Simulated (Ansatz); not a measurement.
# Preparing Al2O3 (R-3c) as a host crystal, part 3 of 3

Before any defect goes in: Al2O3 (R-3c) at rest, and how it screens a charge.

Ansatz 0.2.0; plane-wave PAW DFT, PBEsol; relaxation of the host's cell and atoms (the session's first sound run).

So far. Step 3 (Dielectric tensors of the host): The principal values of the electronic dielectric tensor are 3.26, 3.30 and 3.30. The principal values of the static dielectric tensor are 9.72, 9.72 and 11.81.

## Step 7: Defect free supercell relaxed from displaced atoms

This step: plane-wave PAW DFT, PBEsol; relaxation of the defect-free supercell from random displacements, a test of the host's stability (Ansatz 0.2.0).

The input, pristine.rattled/input.yaml:

```yaml
crystal:
  lattice:
    - [4.7738674274, 2.7561936443, 8.6765380597]
    - [-4.7738674274, 2.7561936443, 8.6765380597]
    - [0.0, -5.5123872885, 8.6765380597]
  atoms:
    - { symbol: Al, position: [0.323960443, 0.323960443, 0.323960443] }
    - { symbol: Al, position: [0.426039557, 0.426039557, 0.426039557] }
    - { symbol: Al, position: [0.073960443, 0.073960443, 0.073960443] }
    - { symbol: Al, position: [0.176039557, 0.176039557, 0.176039557] }
    - { symbol: O, position: [0.2220701173, 0.0279298827, 0.375] }
    - { symbol: O, position: [0.4720701173, 0.125, 0.2779298827] }
    - { symbol: O, position: [0.0279298827, 0.375, 0.2220701173] }
    - { symbol: O, position: [0.375, 0.2220701173, 0.0279298827] }
    - { symbol: O, position: [0.125, 0.2779298827, 0.4720701173] }
    - { symbol: O, position: [0.2779298827, 0.4720701173, 0.125] }
    - { symbol: Al, position: [0.323960443, 0.323960443, 0.823960443] }
    - { symbol: Al, position: [0.426039557, 0.426039557, 0.926039557] }
    - { symbol: Al, position: [0.073960443, 0.073960443, 0.573960443] }
    - { symbol: Al, position: [0.176039557, 0.176039557, 0.676039557] }
    - { symbol: O, position: [0.2220701173, 0.0279298827, 0.875] }
    - { symbol: O, position: [0.4720701173, 0.125, 0.7779298827] }
    - { symbol: O, position: [0.0279298827, 0.375, 0.7220701173] }
    - { symbol: O, position: [0.375, 0.2220701173, 0.5279298827] }
    - { symbol: O, position: [0.125, 0.2779298827, 0.9720701173] }
    - { symbol: O, position: [0.2779298827, 0.4720701173, 0.625] }
    - { symbol: Al, position: [0.323960443, 0.823960443, 0.323960443] }
    - { symbol: Al, position: [0.426039557, 0.926039557, 0.426039557] }
    - { symbol: Al, position: [0.073960443, 0.573960443, 0.073960443] }
    - { symbol: Al, position: [0.176039557, 0.676039557, 0.176039557] }
    - { symbol: O, position: [0.2220701173, 0.5279298827, 0.375] }
    - { symbol: O, position: [0.4720701173, 0.625, 0.2779298827] }
    - { symbol: O, position: [0.0279298827, 0.875, 0.2220701173] }
    - { symbol: O, position: [0.375, 0.7220701173, 0.0279298827] }
    - { symbol: O, position: [0.125, 0.7779298827, 0.4720701173] }
    - { symbol: O, position: [0.2779298827, 0.9720701173, 0.125] }
    - { symbol: Al, position: [0.323960443, 0.823960443, 0.823960443] }
    - { symbol: Al, position: [0.426039557, 0.926039557, 0.926039557] }
    - { symbol: Al, position: [0.073960443, 0.573960443, 0.573960443] }
    - { symbol: Al, position: [0.176039557, 0.676039557, 0.676039557] }
    - { symbol: O, position: [0.2220701173, 0.5279298827, 0.875] }
    - { symbol: O, position: [0.4720701173, 0.625, 0.7779298827] }
    - { symbol: O, position: [0.0279298827, 0.875, 0.7220701173] }
    - { symbol: O, position: [0.375, 0.7220701173, 0.5279298827] }
    - { symbol: O, position: [0.125, 0.7779298827, 0.9720701173] }
    - { symbol: O, position: [0.2779298827, 0.9720701173, 0.625] }
    - { symbol: Al, position: [0.823960443, 0.323960443, 0.323960443] }
    - { symbol: Al, position: [0.926039557, 0.426039557, 0.426039557] }
    - { symbol: Al, position: [0.573960443, 0.073960443, 0.073960443] }
    - { symbol: Al, position: [0.676039557, 0.176039557, 0.176039557] }
    - { symbol: O, position: [0.7220701173, 0.0279298827, 0.375] }
    - { symbol: O, position: [0.9720701173, 0.125, 0.2779298827] }
    - { symbol: O, position: [0.5279298827, 0.375, 0.2220701173] }
    - { symbol: O, position: [0.875, 0.2220701173, 0.0279298827] }
    - { symbol: O, position: [0.625, 0.2779298827, 0.4720701173] }
    - { symbol: O, position: [0.7779298827, 0.4720701173, 0.125] }
    - { symbol: Al, position: [0.823960443, 0.323960443, 0.823960443] }
    - { symbol: Al, position: [0.926039557, 0.426039557, 0.926039557] }
    - { symbol: Al, position: [0.573960443, 0.073960443, 0.573960443] }
    - { symbol: Al, position: [0.676039557, 0.176039557, 0.676039557] }
    - { symbol: O, position: [0.7220701173, 0.0279298827, 0.875] }
    - { symbol: O, position: [0.9720701173, 0.125, 0.7779298827] }
    - { symbol: O, position: [0.5279298827, 0.375, 0.7220701173] }
    - { symbol: O, position: [0.875, 0.2220701173, 0.5279298827] }
    - { symbol: O, position: [0.625, 0.2779298827, 0.9720701173] }
    - { symbol: O, position: [0.7779298827, 0.4720701173, 0.625] }
    - { symbol: Al, position: [0.823960443, 0.823960443, 0.323960443] }
    - { symbol: Al, position: [0.926039557, 0.926039557, 0.426039557] }
    - { symbol: Al, position: [0.573960443, 0.573960443, 0.073960443] }
    - { symbol: Al, position: [0.676039557, 0.676039557, 0.176039557] }
    - { symbol: O, position: [0.7220701173, 0.5279298827, 0.375] }
    - { symbol: O, position: [0.9720701173, 0.625, 0.2779298827] }
    - { symbol: O, position: [0.5279298827, 0.875, 0.2220701173] }
    - { symbol: O, position: [0.875, 0.7220701173, 0.0279298827] }
    - { symbol: O, position: [0.625, 0.7779298827, 0.4720701173] }
    - { symbol: O, position: [0.7779298827, 0.9720701173, 0.125] }
    - { symbol: Al, position: [0.823960443, 0.823960443, 0.823960443] }
    - { symbol: Al, position: [0.926039557, 0.926039557, 0.926039557] }
    - { symbol: Al, position: [0.573960443, 0.573960443, 0.573960443] }
    - { symbol: Al, position: [0.676039557, 0.676039557, 0.676039557] }
    - { symbol: O, position: [0.7220701173, 0.5279298827, 0.875] }
    - { symbol: O, position: [0.9720701173, 0.625, 0.7779298827] }
    - { symbol: O, position: [0.5279298827, 0.875, 0.7220701173] }
    - { symbol: O, position: [0.875, 0.7220701173, 0.5279298827] }
    - { symbol: O, position: [0.625, 0.7779298827, 0.9720701173] }
    - { symbol: O, position: [0.7779298827, 0.9720701173, 0.625] }
basis:
  ecutwfc: 420
  xc_grid: 2
hamiltonian:
  xc: pbesol
kpoints:
  mp_grid: { grid: [1, 1, 1], shift: [0.25, 0.25, 0.25] }
scf:
  occupations: { method: fermi_dirac, width: 0.01 }
  max_iter: 80
output:
  forces: true
relax:
  f_tol: 0.01
  max_steps: 120
  random_displacement: { amplitude: 0.08, seed: 1534 }
checkpoint:
  write: "../pristine.rattled.run"
  compress: false
  write_wavefunctions: false
  write_every: 100000
```

Command:

```sh
$ ansatz run input.yaml --threads 8 --pin off --max-ram 22609MiB --backend cpu --events-out ev --progress --plain --runs-dir out
```

Numbers of over 12 decimals in the logs are rounded to 6 here.

Output:

```text
[...]
Crystal: 80 atoms, lattice volume = 684.980 Å³
Basis set: ecut = 420 eV, 13367 PW (Γ), exchange–correlation on 144×144×144 points (8 copies of the dense FFT grid, shifted against one another)
Bands: 272, of which v1, the nominal top of the filled ones, is band 192 counted from 1 (191 counted from 0)
Symmetry: 1 space group operations
k-points: 1
[...]
SCF iter   1: F=—  HF=-43825.928610 eV  |F-HF|=—  |Δ(HF+E_count)|=         —  Δρ=1.56e-2  dr2=1.25e0  ethr=1.77e-3  ⟨swp⟩=6.0  Hψ=1205  notcnv=0  defer=69
[...]
SCF iter   6: F=-43825.544966 eV  HF=-43825.544967 eV  |F-HF|=4.04e-7  |Δ(HF+E_count)|=   1.19e-5  Δρ=1.83e-5  dr2=1.35e-6  ethr=6.51e-10  ⟨swp⟩=4.0  Hψ=803  notcnv=0
SCF 1 converged in 6 iterations: F = -43825.544966 eV  dr2 = 1.35e-6
[...]
relax step   1: F+E_penalty+E_count = -43825.54496622 eV  Δ(F+E_penalty+E_count) = +0.000e0 eV  max|allowed force component| = 2.509e0 eV/Å  Δτ_max = 0.0000 Å  (6 SCF iters, dr2 threshold 2.50e-6 eV, accepted)
[...]
relax step   2: F+E_penalty+E_count = -43828.54250773 eV  Δ(F+E_penalty+E_count) = -2.998e0 eV  max|allowed force component| = 1.505e0 eV/Å  Δτ_max = 0.0662 Å  (6 SCF iters, dr2 threshold 1.00e-4 eV, accepted)
relax step   3: F+E_penalty+E_count = -43830.46688855 eV  Δ(F+E_penalty+E_count) = -1.924e0 eV  max|allowed force component| = 2.120e-2 eV/Å  Δτ_max = 0.0845 Å  (6 SCF iters, dr2 threshold 1.00e-4 eV, accepted)
relax step   4: F+E_penalty+E_count = -43830.46689402 eV  Δ(F+E_penalty+E_count) = -5.461e-6 eV  max|allowed force component| = 2.114e-2 eV/Å  Δτ_max = 0.0000 Å  (4 SCF iters, accepted)
SCF iter   1: F=—  HF=-43830.466752 eV  |F-HF|=—  |Δ(HF+E_count)|=         —  Δρ=1.70e-4  dr2=1.55e-4  ethr=8.61e-7  ⟨swp⟩=2.0  Hψ=519  notcnv=0  defer=73
[...]
SCF iter   5: F=-43830.467269 eV  HF=-43830.467269 eV  |F-HF|=4.31e-9  |Δ(HF+E_count)|=   6.38e-9  Δρ=1.39e-6  dr2=9.77e-9  ethr=2.60e-11  ⟨swp⟩=4.0  Hψ=687  notcnv=0
SCF 5 converged in 5 iterations: F = -43830.467269 eV  dr2 = 9.77e-9
relax step   5: F+E_penalty+E_count = -43830.46726925 eV  Δ(F+E_penalty+E_count) = -3.752e-4 eV  max|allowed force component| = 5.047e-4 eV/Å  Δτ_max = 0.0023 Å  (5 SCF iters, accepted)
SCF converged after 5 iterations
Free energy (F): -43830.467269 eV
[...]
Internal energy: -43830.467269 eV  (E = F + TS)
E sigma→0 (E₀):  -43830.467269 eV
Fermi energy:    10.686561 eV
[...]
--- Forces (eV/Å), atoms counted from 1 ---
  atom   1  Al    -0.00009474     0.00002013    -0.00023270
  atom   2  Al     0.00011904    -0.00017777     0.00005815
  atom   3  Al     0.00001011     0.00007266     0.00001531
  atom   4  Al    -0.00014588    -0.00025488     0.00016144
  atom   5  O      0.00009334    -0.00000263     0.00018060
  atom   6  O      0.00005734     0.00011010    -0.00003114
  atom   7  O      0.00011095    -0.00004723     0.00031740
  atom   8  O     -0.00005836     0.00014270     0.00009354
  atom   9  O      0.00001886    -0.00005893     0.00016120
  atom  10  O     -0.00010687    -0.00006775     0.00027381
  atom  11  Al    -0.00020384     0.00018574    -0.00004988
  atom  12  Al     0.00002125     0.00034256    -0.00012835
  atom  13  Al    -0.00028191    -0.00013230    -0.00019970
  atom  14  Al    -0.00000307     0.00014111     0.00002270
  atom  15  O      0.00007142    -0.00013757     0.00022683
  atom  16  O      0.00001810     0.00001836     0.00009440
  atom  17  O     -0.00012047    -0.00008716    -0.00009128
  atom  18  O     -0.00002138    -0.00012571     0.00009263
  atom  19  O      0.00001070     0.00008951     0.00013967
  atom  20  O     -0.00014215     0.00005450    -0.00001917
  atom  21  Al     0.00023285     0.00024728     0.00007380
  atom  22  Al    -0.00000442    -0.00031551    -0.00036298
  atom  23  Al     0.00028275    -0.00000469    -0.00031077
  atom  24  Al     0.00001707     0.00014858    -0.00013680
  atom  25  O      0.00004946     0.00003791    -0.00006304
  atom  26  O      0.00012406     0.00002154    -0.00016917
  atom  27  O     -0.00006024     0.00005252     0.00016635
  atom  28  O     -0.00002893     0.00014206     0.00007749
  atom  29  O      0.00009372    -0.00003760    -0.00011067
  atom  30  O     -0.00016581    -0.00005421     0.00029749
  atom  31  Al     0.00004987    -0.00004137     0.00006726
  atom  32  Al     0.00024346     0.00013385    -0.00026274
  atom  33  Al     0.00009769    -0.00029109    -0.00009409
  atom  34  Al     0.00013910    -0.00007410    -0.00005062
  atom  35  O     -0.00000661    -0.00001763     0.00001553
  atom  36  O      0.00000897     0.00005973     0.00000613
  atom  37  O      0.00014070     0.00014290    -0.00005835
  atom  38  O     -0.00012749    -0.00012856    -0.00016410
  atom  39  O      0.00001839     0.00012344     0.00016752
  atom  40  O      0.00011631    -0.00001530     0.00013388
[...]
atom  69  O     -0.00013422    -0.00012217     0.00000950
  atom  70  O      0.00013648    -0.00012107     0.00001145
  atom  71  Al    -0.00010117     0.00006161    -0.00050401
  atom  72  Al     0.00001571    -0.00003718     0.00005348
  atom  73  Al    -0.00010609     0.00015938    -0.00006610
  atom  74  Al     0.00007870    -0.00022330    -0.00023896
  atom  75  O     -0.00002668     0.00007755     0.00010059
  atom  76  O      0.00002039    -0.00019563     0.00000785
  atom  77  O     -0.00016049    -0.00009251     0.00004811
  atom  78  O      0.00000875    -0.00008774    -0.00012416
  atom  79  O     -0.00003298     0.00000839     0.00012825
  atom  80  O      0.00004490     0.00009638     0.00000008
  max |Σ_I F_I| component: 5.35e-5 eV/Å
--- Relaxed structure (5 steps of the walk, 5 accepted, 0 SCFs on fresh bases) ---
  F+E_penalty+E_count = -43830.46726925 eV   max|allowed force component| = 5.047e-4 eV/Å
  atoms:
    - { symbol: Al, position: [0.323592, 0.324107, 0.324376] }
    - { symbol: Al, position: [0.425682, 0.426199, 0.426462] }
    - { symbol: Al, position: [0.073589, 0.074105, 0.074374] }
    - { symbol: Al, position: [0.175680, 0.176196, 0.176460] }
    - { symbol: O, position: [0.221665, 0.028122, 0.375416] }
    - { symbol: O, position: [0.471666, 0.125153, 0.278391] }
    - { symbol: O, position: [0.027603, 0.375152, 0.222444] }
    - { symbol: O, position: [0.374635, 0.222179, 0.028391] }
    - { symbol: O, position: [0.124636, 0.278122, 0.472446] }
    - { symbol: O, position: [0.277604, 0.472179, 0.125421] }
    - { symbol: Al, position: [0.323593, 0.324105, 0.824375] }
    - { symbol: Al, position: [0.425677, 0.426196, 0.926468] }
    - { symbol: Al, position: [0.073596, 0.074106, 0.574371] }
    - { symbol: Al, position: [0.175679, 0.176197, 0.676463] }
    - { symbol: O, position: [0.221664, 0.028120, 0.875417] }
    - { symbol: O, position: [0.471664, 0.125151, 0.778389] }
    - { symbol: O, position: [0.027608, 0.375153, 0.722447] }
    - { symbol: O, position: [0.374635, 0.222182, 0.528388] }
    - { symbol: O, position: [0.124637, 0.278119, 0.972448] }
    - { symbol: O, position: [0.277609, 0.472181, 0.625419] }
    - { symbol: Al, position: [0.323588, 0.824110, 0.324376] }
    - { symbol: Al, position: [0.425687, 0.926197, 0.426461] }
    - { symbol: Al, position: [0.073587, 0.574110, 0.074376] }
    - { symbol: Al, position: [0.175681, 0.676194, 0.176465] }
    - { symbol: O, position: [0.221666, 0.528123, 0.375419] }
    - { symbol: O, position: [0.471665, 0.625155, 0.278390] }
    - { symbol: O, position: [0.027605, 0.875149, 0.222448] }
    - { symbol: O, position: [0.374635, 0.722180, 0.028390] }
    - { symbol: O, position: [0.124635, 0.778124, 0.472450] }
    - { symbol: O, position: [0.277604, 0.972178, 0.125419] }
    - { symbol: Al, position: [0.323590, 0.824106, 0.824373] }
    - { symbol: Al, position: [0.425678, 0.926197, 0.926466] }
    - { symbol: Al, position: [0.073594, 0.574109, 0.574373] }
    - { symbol: Al, position: [0.175682, 0.676198, 0.676465] }
    - { symbol: O, position: [0.221665, 0.528121, 0.875420] }
    - { symbol: O, position: [0.471665, 0.625151, 0.778390] }
    - { symbol: O, position: [0.027605, 0.875153, 0.722451] }
    - { symbol: O, position: [0.374638, 0.722183, 0.528389] }
    - { symbol: O, position: [0.124634, 0.778121, 0.972449] }
    - { symbol: O, position: [0.277605, 0.972182, 0.625417] }
    - { symbol: Al, position: [0.823591, 0.324106, 0.324371] }
    - { symbol: Al, position: [0.925680, 0.426193, 0.426464] }
    - { symbol: Al, position: [0.573591, 0.074111, 0.074375] }
    - { symbol: Al, position: [0.675681, 0.176197, 0.176467] }
    - { symbol: O, position: [0.721665, 0.028120, 0.375422] }
    - { symbol: O, position: [0.971664, 0.125148, 0.278387] }
    - { symbol: O, position: [0.527606, 0.375154, 0.222449] }
    - { symbol: O, position: [0.874634, 0.222181, 0.028389] }
    - { symbol: O, position: [0.624637, 0.278120, 0.472447] }
    - { symbol: O, position: [0.777606, 0.472182, 0.125417] }
    - { symbol: Al, position: [0.823590, 0.324110, 0.824374] }
    - { symbol: Al, position: [0.925684, 0.426197, 0.926461] }
    - { symbol: Al, position: [0.573588, 0.074106, 0.574377] }
    - { symbol: Al, position: [0.675683, 0.176193, 0.676463] }
    - { symbol: O, position: [0.721665, 0.028123, 0.875419] }
    - { symbol: O, position: [0.971665, 0.125155, 0.778386] }
    - { symbol: O, position: [0.527607, 0.375147, 0.722452] }
    - { symbol: O, position: [0.874639, 0.222179, 0.528385] }
    - { symbol: O, position: [0.624633, 0.278123, 0.972451] }
    - { symbol: O, position: [0.777606, 0.472181, 0.625418] }
    - { symbol: Al, position: [0.823594, 0.824109, 0.324370] }
    - { symbol: Al, position: [0.925680, 0.926195, 0.426465] }
    - { symbol: Al, position: [0.573592, 0.574110, 0.074371] }
    - { symbol: Al, position: [0.675676, 0.676198, 0.176467] }
    - { symbol: O, position: [0.721664, 0.528120, 0.375422] }
    - { symbol: O, position: [0.971664, 0.625149, 0.278389] }
    - { symbol: O, position: [0.527607, 0.875156, 0.222447] }
    - { symbol: O, position: [0.874632, 0.722183, 0.028390] }
    - { symbol: O, position: [0.624640, 0.778121, 0.472447] }
    - { symbol: O, position: [0.777606, 0.972185, 0.125417] }
    - { symbol: Al, position: [0.823592, 0.824107, 0.824378] }
    - { symbol: Al, position: [0.925680, 0.926200, 0.926462] }
    - { symbol: Al, position: [0.573592, 0.574103, 0.574378] }
    - { symbol: Al, position: [0.675683, 0.676199, 0.676460] }
    - { symbol: O, position: [0.721667, 0.528122, 0.875417] }
    - { symbol: O, position: [0.971668, 0.625153, 0.778388] }
    - { symbol: O, position: [0.527606, 0.875151, 0.722448] }
    - { symbol: O, position: [0.874639, 0.722182, 0.528388] }
    - { symbol: O, position: [0.624635, 0.778122, 0.972449] }
    - { symbol: O, position: [0.777605, 0.972180, 0.625422] }
```

It took 22 s on 8 threads of Arm Neoverse V2, shared host; peak memory 1.3 GiB; 2.3 min of CPU time.

Step by step:

| step | energy less that of the first step (eV) | largest force component (eV/Å) |
| --- | --- | --- |
| 1 | 0.0000 | 2.5088 |
| 2 | -2.9975 | 1.5047 |
| 3 | -4.9219 | 0.0212 |
| 4 | -4.9219 | 0.0211 |
| 5 | -4.9223 | 0.0005 |

The relaxation ends 62 meV an atom lower than the displaced start, with a largest force component of 5.1e-4 eV/Å.

## Step 8: Summary of results

```json
{
  "primitive cell vectors, lengths": "5.140, 5.140, 5.140 Å",
  "electronic dielectric constant": "principal values (3.26, 3.30, 3.30)",
  "static dielectric constant": "principal values (9.72, 9.72, 11.81)",
  "gap on the k-mesh of the response run (PBEsol)": "6.03 eV",
  "supercell relaxed in its symmetry less the displaced and relaxed one": "0.000 eV",
  "energy an atom at one point at (¼, ¼, ¼) less that on the dense mesh": "0.004 eV"
}
```

Step 7: The energy fell by 4.922 eV from the randomly displaced start; the atoms end within 0.005 Å of the sites as typed, once the mean shift is taken out. The displaced cell ends within 0.01 eV of the symmetric one relaxed in its symmetry, so no lower structure shows in this supercell. The k-mesh can miss the band edges, so this gap is an upper bound at this level. All at zero temperature.

[Logs are printed without paths, hosts, clocks, repeated set-up lines and the standing remarks that a program may print on its own settings, such as how far it seeks lower states.]

[Hosts, paths, dates, database ids (printed as entryN), source tags and the programs' standing remarks are cut or masked in the printed files.]

[Runs of the host that timed out are not shown.]

[For some hosts the program warned that the k-mesh of the response run may be too coarse for force constants and the static dielectric constant; such warnings are not always shown.]
